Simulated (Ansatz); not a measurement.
# CdS: response to strain

Aim: deform CdS (zz strain of -1 %) and compute stress, forces and field gradients with LAPW, PAW and all-electron datasets made for the crystal.

Program: Ansatz 0.2.0. Level of theory: DFT PBEsol, scalar-relativistic. These are calculated values, not measurements.

### Step 1. The system as given

The structure is hexagonal, space group P6_3mc (No. 186). Conventional cell: a = 4.135 Å, b = 4.135 Å, c = 6.749 Å, α = 90.00°, β = 90.00°, γ = 120.00°. Cd (site symmetry 3m) has 4 S at 2.51 to 2.60 Å as nearest neighbours. S (site symmetry 3m) has 4 Cd at 2.51 to 2.60 Å as nearest neighbours.

Coordinates:

```
Cd S
1.0
     4.13480    0.00000    0.00000
    -2.06740    3.58084    0.00000
     0.00000    0.00000    6.74900
Cd S
2 2
Direct
  0.33333 0.66667 0.00000
  0.66667 0.33333 0.50000
  0.33333 0.66667 0.38500
  0.66667 0.33333 0.88500
```

Atoms are numbered in the order of the input: Cd1, Cd2, S3, S4.

### Step 2. After the deformation

Space group P6_3mc before, P6_3mc after.

### Step 3. Full-potential LAPW

input.yaml reads:

```yaml
crystal:
  lattice:
    - [4.1347992034, 0.0, 0.0]
    - [-2.0673996017, 3.5808411497, 0.0]
    - [0.0, 0.0, 6.68151]
  atoms:
    - { symbol: Cd, position: [0.3333333333, 0.6666666667, 0.0] }
    - { symbol: Cd, position: [0.6666666667, 0.3333333333, 0.5] }
    - { symbol: S, position: [0.3333333333, 0.6666666667, 0.385] }
    - { symbol: S, position: [0.6666666667, 0.3333333333, 0.885] }
kpoints:
  mp_grid: { grid: [7, 7, 4] }
  band_path:
    path:
      - [0.0, 0.0, 0.0]
      - [0.5, 0.0, 0.0]
      - [0.3333333333, 0.3333333333, 0.0]
      - [0.0, 0.0, 0.0]
      - [0.0, 0.0, 0.5]
      - [0.5, 0.0, 0.5]
      - [0.3333333333, 0.3333333333, 0.5]
      - [0.0, 0.0, 0.5]
      - [0.5, 0.0, 0.5]
    npoints: 5
scf:
  occupations: { method: fermi_dirac, width: 0.01 }
hamiltonian:
  xc: pbesol
  pseudopotentials: { kind: all_electron, lapw: { basis_error: 0.001 } }
output:
  forces: true
  stress: true
  eigenvalues: true
```

On the command line:

```bash
$ ansatz run input.yaml --threads 1 --pin off --max-ram 6144MiB --backend cpu --events-out ev --progress --plain --runs-dir out
```

### Step 4. PAW on the default files

input.yaml reads:

```yaml
crystal:
  lattice:
    - [4.1347992034, 0.0, 0.0]
    - [-2.0673996017, 3.5808411497, 0.0]
    - [0.0, 0.0, 6.68151]
  atoms:
    - { symbol: Cd, position: [0.3333333333, 0.6666666667, 0.0] }
    - { symbol: Cd, position: [0.6666666667, 0.3333333333, 0.5] }
    - { symbol: S, position: [0.3333333333, 0.6666666667, 0.385] }
    - { symbol: S, position: [0.6666666667, 0.3333333333, 0.885] }
kpoints:
  mp_grid: { grid: [7, 7, 4] }
scf:
  occupations: { method: fermi_dirac, width: 0.01 }
hamiltonian:
  xc: pbesol
  pseudopotentials: { kind: paw }
output:
  forces: true
  stress: true
  eigenvalues: true
  efg: { contact_densities: true }
```

### Step 5. Datasets made for this crystal

input.yaml, as its differences from that of step 4:

```diff
@@ -16,3 +16,3 @@
   xc: pbesol
-  pseudopotentials: { kind: paw }
+  pseudopotentials: { kind: all_electron, datasets: crystal }
 output:
```

(Steps that only read results are left out.)

Before running it: what results should come out? Wanted: pressure; largest shear or deviatoric stress.

As calculated:

```
                                 quantity                                            value
                                 pressure  LAPW 0.00, PAW -0.02, crystal datasets 0.00 GPa
largest shear or deviatoric stress (LAPW)                                         0.81 GPa
```

The largest part of the stress beyond the pressure is 0.81 GPa in size, in the zz component; the atoms are carried along and not relaxed. No run of the undeformed cell stands beside it, so the pressure holds what the given cell had before the change. PAW: stress within 0.03 GPa of LAPW, forces within 1 meV/Å. Crystal datasets: stress within 0.01 GPa of LAPW, forces within 1 meV/Å.
